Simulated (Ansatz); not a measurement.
**Response of Bi2Se3 to small distortions**

```
CELL_PARAMETERS angstrom
2.07150 1.19598 9.54533
-2.07150 1.19598 9.54533
0.00000 -2.39196 9.54533
ATOMIC_POSITIONS crystal
Bi 0.40080 0.40080 0.40080
Bi 0.59920 0.59920 0.59920
Se 0.00000 0.00000 0.00000
Se 0.21170 0.21170 0.21170
Se 0.78830 0.78830 0.78830
```

Atom numbers follow the list: Bi1, Bi2, Se3, Se4, Se5.

Conventional cell: a = 4.143 Å, b = 4.143 Å, c = 28.636 Å, α = 90.00°, β = 90.00°, γ = 120.00°. Around Bi (atom 1) lie 6 Se at 2.85 to 3.07 Å. Se (atom 3) is surrounded by 6 Bi at 3.07 Å. Se (atom 4) is surrounded by 3 Bi at 2.85 Å.

The cell is COD entry 9011965, as deposited and not checked against the literature; nothing was relaxed.

No spin–orbit coupling, which matters for the heavy atoms here.

These are results of Ansatz 0.2.0, DFT, PBEsol, PAW with Ansatz's default frozen-core files, scalar-relativistic, not measurements.

Sampling and basis: a Γ-centred 6×6×6 k mesh, Fermi–Dirac smearing of 0.03 eV, cutoff 420 eV, no spin polarisation; the PAW files were made with PBE, and the program remakes their frozen cores for this functional.

The unchanged cell is at -0.35 GPa.

x, y and z are the Cartesian axes of the cell as listed; fractional coordinates follow a strain, and an engineering shear is twice the off-diagonal strain component.

With equal xy, yz and zx engineering shear strains of -2 %: energy change +3.4 meV/atom; stress change (xx, yy, zz, yz, xz, xy) -0.56, 0.64, 0.04, 1.18, 0.56, 0.19 GPa, compression positive; change of the force on Se4 (-0.079, -0.163, -0.003) eV/Å.

With equal xy, yz and zx engineering shear strains of +1 %: energy change +0.9 meV/atom; stress change (xx, yy, zz, yz, xz, xy) 0.29, -0.27, 0.01, -0.57, -0.30, -0.10 GPa, compression positive; change of the force on Se4 (0.042, 0.079, -0.001) eV/Å.

With this change (equal xy, yz and zx engineering shear strains of +3 %), what becomes of the energy and stress and forces?

Energy change +7.7 meV/atom; stress change (xx, yy, zz, yz, xz, xy) 0.88, -0.69, 0.09, -1.69, -0.95, -0.28 GPa, compression positive; change of the force on Se4 (0.129, 0.232, -0.008) eV/Å.
